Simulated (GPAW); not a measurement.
Set up this calculation in GPAW 26.7.0, as an ASE script.

```
Task                : phonons
Functional          : PBE
Potentials or basis : GPAW PAW data sets (gpaw-data 1.2.1)
Cutoff              : 680 eV
Basis               : pw
k mesh              : 7 × 7 × 7
Occupations         : fermi-dirac, width 0.05 eV
Spin                : collinear spin, ferromagnetic start
Starting moments    : [2.0, 0.0] μB
Hubbard terms       : Co d U = 6 eV
Maxiter             : 150
Convergence         : density=1e-06 eigenstates=1e-09
Supercell           : 1 × 1 × 1
Supercell k mesh    : 7 × 7 × 7
Displacement        : 0.01
Relaxed first       : cell
Ecut relax          : 800
```

The structure of CoO lies in CoO.xyz:

```xyz
2
Lattice="0.0000000000 2.3436418400 2.3436418400 2.3436418400 0.0000000000 2.3436418400 2.3436418400 2.3436418400 0.0000000000" Properties=species:S:1:pos:R:3 pbc="T T T"
Co     0.0000000000      0.0000000000      0.0000000000
O      1.1718209200      1.1718209200      1.1718209200
```

Measurements of this composition are mostly on another form, of space group No. 225.

One way to write it, as run:

run.py

```python
import json
import numpy as np
from ase import Atoms
from ase.constraints import FixSymmetry
from ase.filters import FrechetCellFilter
from ase.io import read, write
from ase.optimize import BFGS
from phonopy import Phonopy
from phonopy.structure.atoms import PhonopyAtoms
from gpaw import GPAW, PW

atoms = read('CoO.xyz')
atoms.set_initial_magnetic_moments([2.0, 0.0])

calc = GPAW(mode=PW(800),
            xc='PBE',
            kpts={'size': (7, 7, 7), 'gamma': True},
            occupations={'name': 'fermi-dirac', 'width': 0.05},
            setups={'Co': ':d,6.0'},
            nbands=17,
            convergence={'density': 1e-06, 'eigenstates': 1e-09},
            maxiter=150,
            txt='gpaw.txt')
atoms.calc = calc
atoms.set_constraint(FixSymmetry(atoms))
BFGS(FrechetCellFilter(atoms), trajectory='relax.traj', logfile='-').run(fmax=0.005, steps=40)
atoms.set_constraint()
energy = atoms.get_potential_energy()
forces = atoms.get_forces()
stress = atoms.get_stress()
calc.write('gs.gpw')
write('result.traj', atoms)
print('Cell:', atoms.cell.cellpar().round(4))
print(atoms.get_scaled_positions().round(5))

def force_constants(scale):
    unit = PhonopyAtoms(symbols=atoms.get_chemical_symbols(), cell=atoms.cell[:] * scale**(1 / 3),
                        scaled_positions=atoms.get_scaled_positions(),
                        magnetic_moments=atoms.get_initial_magnetic_moments())
    ph = Phonopy(unit, supercell_matrix=np.diag([1, 1, 1]), primitive_matrix=np.eye(3), symprec=1e-4)
    ph.generate_displacements(distance=0.01)
    forces = []
    for i, sc in enumerate(ph.supercells_with_displacements):
        a = Atoms(sc.symbols, cell=sc.cell, scaled_positions=sc.scaled_positions, pbc=True,
                  magmoms=sc.magnetic_moments)
        c = GPAW(mode=PW(680),
                 xc='PBE',
                 kpts={'size': (7, 7, 7), 'gamma': True},
                 occupations={'name': 'fermi-dirac', 'width': 0.05},
                 setups={'Co': ':d,6.0'},
                 nbands=17,
                 convergence={'density': 1e-06, 'eigenstates': 1e-09},
                 maxiter=150,
                 txt=f'disp-{scale:.3f}-{i:02d}.txt')
        a.calc = c
        f = a.get_forces()
        forces.append(f - f.mean(axis=0))
        print(f'displacement {i}: drift', f.mean(axis=0).round(5), flush=True)
    ph.forces = forces
    ph.produce_force_constants()
    ph.symmetrize_force_constants()
    return ph

qpoints = [[0.0, 0.0, 0.0]]
results = {}
for scale in [1.0]:
    ph = force_constants(scale)
    ph.run_qpoints(qpoints)
    nu = ph.qpoints.frequencies * 33.35641  # THz to cm^-1
    results[f'{scale:.3f}'] = nu.tolist()
    for qp, f in zip(qpoints, nu):
        print(scale, np.round(qp, 4), f.round(2))
json.dump(results, open('phonons.json', 'w'))
```

Potentials or basis: GPAW PAW data sets (gpaw-data 1.2.1), pw.

Launch:

```bash
$ OMP_NUM_THREADS=1 python run.py
```

Results of the run:

| Quantity | Value |
| --- | --- |
| Relaxed volume | 12.84 Å³/atom |
| Relaxed cell | a = 3.312 Å, b = 3.312 Å, c = 3.312 Å, α = 60.00°, β = 60.00°, γ = 60.00° |
| Space group after relaxing (to 0.05 Å) | F-43m (No. 216) |
| Pressure after relaxing | 0.0 GPa |
| Band gap on the k mesh | 0.79 eV, direct |
| Net moment | 3.00 μB per cell |
| Site moments | Co +2.70; O +0.08 μB |
| Highest phonon frequency at Γ, LO-TO splitting left out | 417 cm⁻¹ |

Caveat: the cutoff is short for stress and forces, so pressures can be off by a GPa or more; the LO-TO splitting is left out; a cell with one magnetic atom can't hold antiferromagnetic order, which such compounds often take.

Run time: 3.2 min on 1 thread of Arm Neoverse V2, with other jobs on the host, peak memory 0.32 GiB.
